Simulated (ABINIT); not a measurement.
A run of ABINIT 10.8.3 (patched build) is set up as follows.

Contents of run.abi:

```
# Datasets: ground state, then fixed potential
ndtset 2

# Pseudopotentials
pp_dirpath "./"
pseudos "Pd.GGA_PBE-JTH.xml"

# Structure
acell 2.7232705758 2.7232705758 2.7232705758 Angstrom
rprim
    -0.5773502692     0.5773502692     0.5773502692
     0.5773502692    -0.5773502692     0.5773502692
     0.5773502692     0.5773502692    -0.5773502692
ntypat 1
znucl 46
natom 1
typat 1
xred
     0.0000000000     0.0000000000     0.0000000000

# Plane-wave basis
ecut 26.0
pawecutdg 48.0

# Exchange and correlation
ixc -497498
usekden 1
pawxcdev 0

# Bands and occupations
occopt 3
tsmear 0.05 eV

# SCF cycle
nstep 100

# Output
iomode 3
prtwf 0
prteig 0
prtebands 0
enunit 1
prtden1 1
prtkden1 1

# Dataset 1
kptopt1 1
ngkpt1 12 12 12
nshiftk1 1
shiftk1 0.0 0.0 0.0
nband1 13
tolvrs1 1.0e-7

# Dataset 2: bands along G-H-N-G-P-H
iscf2 -2
getden2 1
getkden2 1
nband2 19
nbdbuf2 4
tolwfr2 1.0e-11
kptopt2 -5
ndivsm2 6
prteig2 1
kptbounds2
     0.0000000000     0.0000000000     0.0000000000
     0.5000000000    -0.5000000000     0.5000000000
     0.0000000000     0.0000000000     0.5000000000
     0.0000000000     0.0000000000     0.0000000000
     0.2500000000     0.2500000000     0.2500000000
     0.5000000000    -0.5000000000     0.5000000000
```

Potentials or basis: JTH PAW PBE v2.0.

Command:

```console
$ abinit run.abi > log 2>&1
```

(1) Estimate the pressure.

(2) Estimate the band gap on the k mesh.

## Answers

(1) -3.8 GPa.

(2) none (metal or under the smearing width).

Caveat: the PAW data sets were made with another functional, which shifts forces and pressure a little.
